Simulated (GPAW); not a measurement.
# Ge (Fd-3m) in GPAW: a series of runs

The runs below take Ge through relaxation of cell and atoms, with RPBE+D3(BJ), RPBE+D4, revPBE+D3(BJ), revPBE+D4.

Everything below comes from runs of GPAW 26.7.0. Logs are shortened: lines on timing, memory, paths and dates and some standing lists are left out, and cuts for length are marked. The log counts tension as positive stress, the text compression.

### 1 The structure

It takes space group Fd-3m (No. 227, cubic). The conventional cell has a = 5.658 Å, b = 5.658 Å, c = 5.658 Å, α = 90.00°, β = 90.00°, γ = 90.00°. Ge (site symmetry -43m) is surrounded by 4 Ge at 2.45 Å.

### 2 Relaxation of cell and atoms, RPBE+D3(BJ)

File run.py:

```python
from ase.calculators.mixing import SumCalculator
from ase.filters import FrechetCellFilter
from ase.io import read, write
from ase.optimize import LBFGS
from dftd3.ase import DFTD3
from gpaw import GPAW, PW

atoms = read('POSCAR')

calc = GPAW(mode=PW(600),
            xc='RPBE',
            kpts={'size': (8, 8, 8), 'gamma': True},
            occupations={'name': 'fermi-dirac', 'width': 0.05},
            nbands=11,
            convergence={'density': 1e-05, 'forces': 0.0001},
            maxiter=150,
            txt='gpaw.txt')
atoms.calc = SumCalculator([calc, DFTD3(method='rpbe', damping='d3bj')])
opt = LBFGS(FrechetCellFilter(atoms), trajectory='relax.traj', logfile='-')
done = opt.run(fmax=0.02, steps=100)
calc.write('gs.gpw')
write('result.traj', atoms)
print('Converged:', done)
print('Cell:', atoms.cell.cellpar().round(4))
print('Volume:', round(atoms.get_volume(), 4))
print(atoms.get_scaled_positions().round(5))
```

File POSCAR:

```
Ge
1.0
    0.0000000000      2.8289100000      2.8289100000
    2.8289100000      0.0000000000      2.8289100000
    2.8289100000      2.8289100000      0.0000000000
Ge
2
Direct
    0.7500000000      0.7500000000      0.7500000000
    0.5000000000      0.5000000000      0.5000000000
```

Potentials or basis: the program's PAW data sets (release 1.2.1) made for this functional, pw.

Started as:

```sh
OMP_NUM_THREADS=1 python run.py
```

gpaw.txt:

```text
__  _  _
 | _ |_)|_||  |
 |__||  | ||/\| - 26.7.0

Input parameters:
  mode=PW(ecut=600.0),
  convergence={'density': 1e-05, 'forces': 0.0001},
  kpts=MonkhorstPack(size=(8, 8, 8), gamma=True),
  maxiter=150,
  nbands=11,
  occupations=Occupations(name='fermi-dirac', width=0.05),
  xc=XC(name='RPBE')

Diagonalizing LCAO Hamiltonian
Converting LCAO to pw mode

           Ge

       Ge

Atoms  # Å, Bohr magnetons
|   | symbol |        x |        y |        z |    initial magnetic moments |
|---|--------|----------|----------|----------|-----------------------------|
| 0 |     Ge | 4.243365 | 4.243365 | 4.243365 | ( 0.0000,  0.0000,  0.0000) |
| 1 |     Ge | 2.828910 | 2.828910 | 2.828910 | ( 0.0000,  0.0000,  0.0000) |

Unit cell  # Å
| periodic |        x |        y |        z |  lengths |    angles |
|----------|----------|----------|----------|----------|-----------|
|      yes | 0.000000 | 2.828910 | 2.828910 | 4.000683 | 60.000000 |
|      yes | 2.828910 | 0.000000 | 2.828910 | 4.000683 | 60.000000 |
|      yes | 2.828910 | 2.828910 | 0.000000 | 4.000683 | 60.000000 |

Number of symmetries: 24
Symmetry operations  # r_c * U_cc + t_c -> r_c
|    | kind |            matrix            |
|----|------|------------------------------|
|  0 |  E   |  1, 0, 0,  0, 1, 0,  0, 0, 1 |
|  1 |  σ   |  1, 0, 0,  0, 0, 1,  0, 1, 0 |
|  2 |  σ   |  1, 0,-1,  0, 1,-1,  0, 0,-1 |
|  3 |  C3  |  1, 0,-1,  0, 0,-1,  0, 1,-1 |
|  4 |  C3  |  1,-1, 0,  0,-1, 1,  0,-1, 0 |
|  5 |  σ   |  1,-1, 0,  0,-1, 0,  0,-1, 1 |
|  6 |  σ   |  0, 1, 0,  1, 0, 0,  0, 0, 1 |
|  7 |  C3  |  0, 1, 0,  0, 0, 1,  1, 0, 0 |
|  8 |  C2  |  0, 1,-1,  1, 0,-1,  0, 0,-1 |
[... 124 lines left out ...]
SCF iterations
|iter     | |      energy | eigst |  dens |force |
|---------|-|-------------|-------|-------|------|
|iter:   1| |   -8.289376 | -0.46 |       |      |
|iter:   2| |   -8.290089 | -2.72 | -0.91 |      |
|iter:   3| |   -8.287273c| -2.67 | -0.93 |      |
|iter:   4| |   -8.289978c| -3.46 | -1.51 |      |
|iter:   5| |   -8.290189c| -5.04 | -2.45 |      |
|iter:   6| |   -8.290210c| -6.35 | -3.01 |      |
|iter:   7| |   -8.290211c| -7.68c| -3.78 |      |
|iter:   8| |   -8.290211c| -7.98c| -4.75 |      |
|iter:   9| |   -8.290211c| -8.26c| -5.17c|      |
|iter:  10| |   -8.290211c| -9.65c| -6.27c|-16.22c|

Converged in 10 steps
Energy contributions relative to reference atoms: (reference = -114207.418677)

Energy contributions:
  Kinetic:          26.364129
  Coulomb:         -23.389494
  Zero:             -0.000059
  External:          0.000000
  Xc:              -11.264580
  Entropy:          -0.000413
  Spinorbit:         0.000000
  ----------------------------
  Free energy:      -8.290418
  Extrapolated:     -8.290211
[... 19 lines left out ...]
Gap: 0.197 eV
Transition (v -> c):
  (s=0, k=0, n=3, [0.00, 0.00, 0.00]) -> (s=0, k=0, n=4, [0.00, 0.00, 0.00])
No difference between direct/indirect transitions

Stress tensor  # eV/Ang^3
|         x |         y |         z |
|-----------|-----------|-----------|
| -0.035598 |  0.000000 |  0.000000 |
|  0.000000 | -0.035598 |  0.000000 |
|  0.000000 |  0.000000 | -0.035598 |

Forces  # eV/Ang
|       x |        y |        z |
|---------|----------|----------|
| 0.00000 | -0.00000 | -0.00000 |  # Ge   0
| 0.00000 |  0.00000 |  0.00000 |  # Ge   1

Interpolating wave functions to new cell

           Ge

       Ge

Atoms  # Å, Bohr magnetons
|   | symbol |        x |        y |        z |    initial magnetic moments |
|---|--------|----------|----------|----------|-----------------------------|
| 0 |     Ge | 4.226228 | 4.226228 | 4.226228 | ( 0.0000,  0.0000,  0.0000) |
| 1 |     Ge | 2.817485 | 2.817485 | 2.817485 | ( 0.0000,  0.0000,  0.0000) |

Unit cell  # Å
| periodic |        x |        y |        z |  lengths |    angles |
|----------|----------|----------|----------|----------|-----------|
|      yes | 0.000000 | 2.817485 | 2.817485 | 3.984526 | 60.000000 |
|      yes | 2.817485 | 0.000000 | 2.817485 | 3.984526 | 60.000000 |
[... 50 lines left out ...]
|  6 |  σ   |  0, 1, 0,  1, 0, 0,  0, 0, 1 |
|  7 |  C3  |  0, 1, 0,  0, 0, 1,  1, 0, 0 |
|  8 |  C2  |  0, 1,-1,  1, 0,-1,  0, 0,-1 |
[... 124 lines left out ...]
SCF iterations
|iter     | |      energy | eigst |  dens |force |
|---------|-|-------------|-------|-------|------|
|iter:   1| |   -8.208462 | -1.28 |       |      |
|iter:   2| |   -8.199925 | -3.98 | -1.35 |      |
|iter:   3| |   -8.135753 | -2.85 | -1.38 |      |
|iter:   4| |   -8.132650 | -3.63 | -2.07 |      |
|iter:   5| |   -8.132617c| -4.73 | -2.56 |      |
|iter:   6| |   -8.132619c| -6.67 | -3.66 |      |
|iter:   7| |   -8.132619c| -7.84c| -4.07 |      |
|iter:   8| |   -8.132619c| -8.26c| -4.98 |      |
|iter:   9| |   -8.132619c| -8.97c| -5.64c|      |
|iter:  10| |   -8.132619c|-10.23c| -6.65c|-16.07c|

Converged in 10 steps
Energy contributions relative to reference atoms: (reference = -114207.418677)

Energy contributions:
  Kinetic:          35.429177
  Coulomb:         -30.933036
  Zero:             -0.000221
  External:          0.000000
  Xc:              -12.628497
  Entropy:          -0.000082
  Spinorbit:         0.000000
  ----------------------------
  Free energy:      -8.132660
  Extrapolated:     -8.132619
[... 19 lines left out ...]
Gap: 0.493 eV
Transition (v -> c):
  (s=0, k=0, n=3, [0.00, 0.00, 0.00]) -> (s=0, k=28, n=4, [0.50, 0.50, 0.50])
Direct/indirect transitions are different
Direct gap: 0.829 eV
Transition at: (s=0, k=0, n=3, [0.00, 0.00, 0.00])

Stress tensor  # eV/Ang^3
|         x |         y |         z |
|-----------|-----------|-----------|
| -0.074981 |  0.000000 | -0.000000 |
|  0.000000 | -0.074981 |  0.000000 |
| -0.000000 |  0.000000 | -0.074981 |

Forces  # eV/Ang
|        x |        y |       z |
|----------|----------|---------|
|  0.00000 |  0.00000 | 0.00000 |  # Ge   0
| -0.00000 | -0.00000 | 0.00000 |  # Ge   1

Interpolating wave functions to new cell

           Ge

       Ge

Atoms  # Å, Bohr magnetons
|   | symbol |        x |        y |        z |    initial magnetic moments |
|---|--------|----------|----------|----------|-----------------------------|
| 0 |     Ge | 4.160209 | 4.160209 | 4.160209 | ( 0.0000,  0.0000,  0.0000) |
| 1 |     Ge | 2.773473 | 2.773473 | 2.773473 | ( 0.0000,  0.0000,  0.0000) |

Unit cell  # Å
| periodic |        x |        y |         z |  lengths |    angles |
|----------|----------|----------|-----------|----------|-----------|
|      yes | 0.000000 | 2.773473 |  2.773473 | 3.922283 | 60.000000 |
|      yes | 2.773473 | 0.000000 |  2.773473 | 3.922283 | 60.000000 |
|      yes | 2.773473 | 2.773473 | -0.000000 | 3.922283 | 60.000000 |

Number of symmetries: 24
Symmetry operations  # r_c * U_cc + t_c -> r_c
|    | kind |            matrix            |
|----|------|------------------------------|
|  0 |  E   |  1, 0, 0,  0, 1, 0,  0, 0, 1 |
|  1 |  σ   |  1, 0, 0,  0, 0, 1,  0, 1, 0 |
|  2 |  σ   |  1, 0,-1,  0, 1,-1,  0, 0,-1 |
|  3 |  C3  |  1, 0,-1,  0, 0,-1,  0, 1,-1 |
|  4 |  C3  |  1,-1, 0,  0,-1, 1,  0,-1, 0 |
|  5 |  σ   |  1,-1, 0,  0,-1, 0,  0,-1, 1 |
|  6 |  σ   |  0, 1, 0,  1, 0, 0,  0, 0, 1 |
|  7 |  C3  |  0, 1, 0,  0, 0, 1,  1, 0, 0 |
|  8 |  C2  |  0, 1,-1,  1, 0,-1,  0, 0,-1 |
[... 124 lines left out ...]
SCF iterations
|iter     | |      energy | eigst |  dens |force |
|---------|-|-------------|-------|-------|------|
|iter:   1| |   -8.155259 | -3.00 |       |      |
|iter:   2| |   -8.155122 | -5.75 | -2.24 |      |
|iter:   3| |   -8.154091c| -4.63 | -2.27 |      |
|iter:   4| |   -8.154041c| -5.42 | -2.97 |      |
|iter:   5| |   -8.154040c| -6.52 | -3.47 |      |
|iter:   6| |   -8.154040c| -7.88c| -4.55 |      |
|iter:   7| |   -8.154040c| -8.30c| -4.97 |      |
|iter:   8| |   -8.154040c| -9.39c| -5.89c|      |
|iter:   9| |   -8.154040c|-10.14c| -6.59c|-16.27c|

Converged in 9 steps
Energy contributions relative to reference atoms: (reference = -114207.418677)

Energy contributions:
  Kinetic:          34.413910
  Coulomb:         -30.087292
  Zero:             -0.000215
  External:          0.000000
  Xc:              -12.480398
  Entropy:          -0.000090
  Spinorbit:         0.000000
  ----------------------------
  Free energy:      -8.154085
  Extrapolated:     -8.154040
[... 19 lines left out ...]
Gap: 0.470 eV
Transition (v -> c):
  (s=0, k=0, n=3, [0.00, 0.00, 0.00]) -> (s=0, k=28, n=4, [0.50, 0.50, 0.50])
Direct/indirect transitions are different
Direct gap: 0.761 eV
Transition at: (s=0, k=0, n=3, [0.00, 0.00, 0.00])

Stress tensor  # eV/Ang^3
|         x |         y |         z |
|-----------|-----------|-----------|
| -0.070324 |  0.000000 | -0.000000 |
|  0.000000 | -0.070324 | -0.000000 |
| -0.000000 | -0.000000 | -0.070324 |

Forces  # eV/Ang
|        x |        y |       z |
|----------|----------|---------|
| -0.00000 | -0.00000 | 0.00000 |  # Ge   0
|  0.00000 |  0.00000 | 0.00000 |  # Ge   1

# Writing to gs.gpw (mode='')
```

Run time: 38 s. Hardware: 1 thread of Arm Neoverse V1, shared host; peak memory 0.18 GiB.

Results:

* Free energy: -10.8569 eV
* Relaxed volume: 21.33 Å³/atom
* Relaxed cell: a = 3.922 Å, b = 3.922 Å, c = 3.922 Å, α = 60.00°, β = 60.00°, γ = 60.00°
* Space group after relaxing (to 0.05 Å): Fd-3m (No. 227)
* Energy gained by relaxing: 17.4 meV/atom
* Ionic steps: 4
* Pressure after relaxing: 0.0 GPa
* Band gap on the k mesh: 0.47 eV, indirect (least direct gap 0.76 eV)
* Dispersion energy per atom: -1.351 eV

The path:
| step | energy change (eV) | largest force (eV/Å) | pressure (GPa) | volume (Å³) |
| --- | --- | --- | --- | --- |
| 1 | 0.0000 | 0.0000 | -4.01 | 45.28 |
| 2 | -0.0125 | 0.0000 | -3.32 | 44.73 |
| 3 | -0.0344 | 0.0000 | 0.51 | 42.37 |
| 4 | -0.0348 | 0.0000 | -0.04 | 42.67 |

Final structure:
```cif
data_structure
_symmetry_space_group_name_H-M 'P 1'
_symmetry_Int_Tables_number 1
_cell_length_a 3.9223
_cell_length_b 3.9223
_cell_length_c 3.9223
_cell_angle_alpha 60.000
_cell_angle_beta 60.000
_cell_angle_gamma 60.000
_cell_volume 42.67
loop_
_atom_site_label
_atom_site_type_symbol
_atom_site_fract_x
_atom_site_fract_y
_atom_site_fract_z
_atom_site_occupancy
Ge1 Ge 0.75000 0.75000 0.75000 1
Ge2 Ge 0.50000 0.50000 0.50000 1
```

Caveat: later steps reuse the first step's grids.

[end of part 1 of 2]
